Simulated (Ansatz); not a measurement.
MgS (Niningerite):

```
S Mg
1.0
     0.00000    2.60165    2.60165
     2.60165    0.00000    2.60165
     2.60165    2.60165    0.00000
S Mg
1 1
Direct
  0.50000 0.50000 0.50000
  0.00000 0.00000 0.00000
```

Program: Ansatz 0.2.0. Alike in all runs: potentials or basis Ansatz PAW; no spin polarisation; cell as given. Hardware: 2 threads of Intel(R) Xeon(R) Platinum 8488C (Sapphire Rapids), on a shared host.

Q: Order these runs on this cell by their wall time, lowest first.
A. task band structure; level r2SCAN; k mesh 9 × 9 × 9; cutoff (eV) 500; smearing fermi-dirac 0.05 eV; points for each segment of the path 14
B. task projected density of states; level HSE06; k mesh 5 × 5 × 5; cutoff (eV) 420; smearing fermi-dirac 0.05 eV
C. task projected density of states; level PBEsol; k mesh 5 × 5 × 5; cutoff (eV) 420; smearing fermi-dirac 0.05 eV
D. task Born charges and dielectric tensor; level HSEsol+D4; k mesh 5 × 5 × 5; cutoff (eV) 420; smearing fixed

A: C (0.52 s), A (2.2 s), B (6.5 s), D (85 s).

Caveats: odd divisions of the mesh miss points on the zone boundary, where band edges often lie, so the gap on the mesh can be too wide (some runs); the density of states is complete only up to the lowest level of the last band computed (some runs); the k mesh misses the band edges, so the gap on the mesh is wider than the one along the path (some runs).

Not every run made on this cell is shown here.
